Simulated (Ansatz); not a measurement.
## SiO₂ — electric field gradients

The cell is an entry of the Crystallography Open Database (COD), ions relaxed with PBE at fixed cell.

```
CELL_PARAMETERS angstrom
4.09700 0.00000 0.00000
0.00000 5.04620 0.00000
0.00000 0.00000 4.49460
ATOMIC_POSITIONS crystal
Si 0.00000 0.15241 0.25000
Si 0.50000 0.34759 0.75000
Si 0.00000 0.84759 0.75000
Si 0.50000 0.65241 0.25000
O 0.73158 0.61721 0.91997
O 0.76842 0.88279 0.41997
O 0.23158 0.88279 0.08003
O 0.26842 0.61721 0.58003
O 0.26842 0.38279 0.08003
O 0.23158 0.11721 0.58003
O 0.76842 0.11721 0.91997
O 0.73158 0.38279 0.41997
```

Atom numbers follow the list; atoms alike are taken as one site, whose name carries the number of the first.

Level of theory: DFT, PBE, plane waves and PAW (field gradients read without the response of the frozen cores, which leaves them typically 4 to 6 % off), scalar-relativistic, 420 eV cutoff, Γ-centred 5×4×4 k-points, Fermi–Dirac smearing 0.02 eV (Ansatz 0.2.0).

C_Q = eQV_zz/h, which is 24.18 MHz for Q = 1 b and V_zz = 10²¹ V/m²; η = (V_xx − V_yy)/V_zz. Directions are in the Cartesian axes of the cell vectors above, for the atom listed; none is given where the gradient is under 0.02 or η is above 0.95.

| site | first atom | first shell | V_zz (10²¹ V/m²) | η | direction of V_zz (x, y, z) |
| --- | --- | --- | --- | --- | --- |
| Si | 1 | 6 O at 1.77–1.83 Å | -1.04 | 0.59 | 0.44 0.00 0.90 |
| O | 5 | 3 Si at 1.77–1.83 Å | -11.84 | 0.41 | 0.72 -0.55 0.42 |

At O V_zz stands upright on the plane through its three neighbours (within 3°).

At this cell the PBE pressure is 6 GPa, so with PBE the cell would grow if it were relaxed.
